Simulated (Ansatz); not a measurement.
SnSe2, 3 atoms in the cell. The structure is trigonal, space group P-3m1 (No. 164). Conventional cell: a = 3.811 Å, b = 3.811 Å, c = 6.136 Å, α = 90.00°, β = 90.00°, γ = 120.00°. Sn (site symmetry -3m) has 6 Se at 2.68 Å as nearest neighbours. Se (site symmetry 3m) is surrounded by 3 Sn at 2.68 Å. 

- Program: Ansatz 0.2.0
- Task: band structure
- Functional: BLYP
- Potentials or basis: Ansatz PAW
- Cutoff: 420 eV (not typed: the program's choice for these potentials)
- k mesh: 8 × 8 × 5
- Occupations: fermi-dirac, width 0.05 eV
- Spin: no spin polarisation
- Path: [["G", "M", "K", "G", "A", "L", "H", "A"], ["L", "M"], ["K", "H"]]
- Points for each segment of the path: 14

Potentials or basis: Ansatz PAW.

Command:

```bash
$ ansatz run input.yaml --threads 2 --pin off --max-ram 5120MiB --backend cpu --events-out ev --progress --plain --runs-dir out
```

Hardware: 2 threads of Intel(R) Xeon(R) Platinum 8375C CPU @ 2.90GHz (Ice Lake), with other jobs on the host.

**Question.** How long does it take, and how much memory?

**Answer.** It took 5.4 s on 2 threads of Intel(R) Xeon(R) Platinum 8375C CPU @ 2.90GHz (Ice Lake), on a shared host, peak memory 0.51 GiB. Counts: scf iterations 7, plane waves 1485, k points 40, bands 30.
